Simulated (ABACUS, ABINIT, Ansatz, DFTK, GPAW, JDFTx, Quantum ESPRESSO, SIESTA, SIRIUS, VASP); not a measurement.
## Nb: programs and potentials compared

```xyz
1
Lattice="-1.6640 1.6640 1.6640 1.6640 -1.6640 1.6640 1.6640 1.6640 -1.6640" Properties=species:S:1:pos:R:3 pbc="T T T"
Nb    0.0000    0.0000    0.0000
```

Alike in all runs: task single point; functional PBEsol; k mesh 11 × 11 × 11; occupations fermi-dirac, width 0.05 eV; no spin polarisation; no spin-orbit coupling. Pressure is positive in compression and, in plane waves, holds the error of the finite cutoff.

```
                                                                                      program and potentials  plane-wave cutoff (eV)                    notes  pressure (GPa)
                                              SIRIUS, PseudoDojo 0.4.1 PBEsol standard (scalar relativistic)                    1127                        -           -7.68
                                                 ABACUS, PseudoDojo NC SR 0.4.1 PBEsol standard, plane waves                    1116                        -           -7.69
SIESTA, files PseudoDojo sr-pbesol-0.4.1-standard, DZP (energy shift 0.003 Ry; two zetas on semicore shells)                       -             atomic basis           -6.44
                                                                           Quantum ESPRESSO, GBRV 1.5 PBEsol                     612                        -           -8.31
                                              JDFTx, PseudoDojo-SR-PBEsol-0.4.1-standard with smoothed tails                    1116                        -           -7.70
                                                             ABINIT, PseudoDojo NC SR PBEsol v0.4.1 standard                    1116                        -           -7.69
                                                                           VASP, PBE PAW files Nb_sv, 520 eV                     520  potentials made for PBE           -8.08
                                                          DFTK, PseudoDojo SR PBEsol 0.4.1 standard (PBEsol)                    1116                        -           -7.69
                                                              Ansatz, all-electron LAPW, scalar-relativistic                       -                        -           -7.80
                                                           GPAW, PAW data sets generated for this functional                     600                        -           -8.45
```

The pressure spans -8.45 (GPAW, PAW data sets generated for this functional) to -6.44 GPa (SIESTA, files PseudoDojo sr-pbesol-0.4.1-standard, DZP (energy shift 0.003 Ry; two zetas on semicore shells)), with all-electron results at -7.80. Rows in atomic bases carry the error of their basis and grid, which can be large.

Differences between rows come from potentials, basis sets and numerical settings, since the functional is the same but for its coding. Runs on potential files found faulty are left out.
